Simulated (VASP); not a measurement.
The system is Ti2Si.

```
Ti Si
1.0
     3.63175    0.00000    0.00000
    -1.81587    3.14518    0.00000
     0.00000    0.00000    3.90503
Ti Si
2 1
Direct
  0.66667 0.33333 0.50000
  0.33333 0.66667 0.50000
  0.00000 0.00000 0.00000
```

The cell was built by a generator and needn't be a form met in nature.

| Item | Value |
| --- | --- |
| Program | VASP 6.6.1 |
| Task | relaxation of cell and atoms |
| Functional | PBE |
| Potentials or basis | VASP PAW PBE potentials, release 64 (Ti_sv, Si) |
| Cutoff | 520 eV |
| k mesh | 7 × 7 × 5 |
| Occupations | gaussian, width 0.15 eV |
| Spin | no spin polarisation |

At the start: pressure 16.3 GPa; volume 14.87 Å³/atom.

Q: How do energy, volume and symmetry change on relaxing?

A: Over 10 steps the energy falls by 1345.4 meV/atom and the volume is 14.85 Å³/atom (-0.2 %); space group P6/mmm (No. 191, to 0.05 Å).

The path:
```tsv
step	energy change (eV)	largest force (eV/Å)	pressure (GPa)	volume (Å³)
1	0.0000	0.0000	16.31	44.61
2	-2.3872	0.0000	-9.32	53.91
3	-2.5484	0.0000	-14.11	56.21
4	-3.9625	0.0000	-6.45	46.85
5	-4.0080	0.0000	-5.77	46.15
6	-3.9898	0.0000	-2.22	44.75
7	-4.0132	0.0000	-3.34	45.68
8	-4.0121	0.0000	-3.42	45.90
9	-4.0335	0.0000	0.40	44.17
10	-4.0363	0.0000	0.13	44.54
```

Final structure:
```
Ti Si
1.0
     4.38854    0.00000    0.00000
    -2.19427    3.80059    0.00000
     0.00000    0.00000    2.67013
Ti Si
2 1
Direct
  0.66667 0.33333 0.50000
  0.33333 0.66667 0.50000
  0.00000 0.00000 0.00000
```
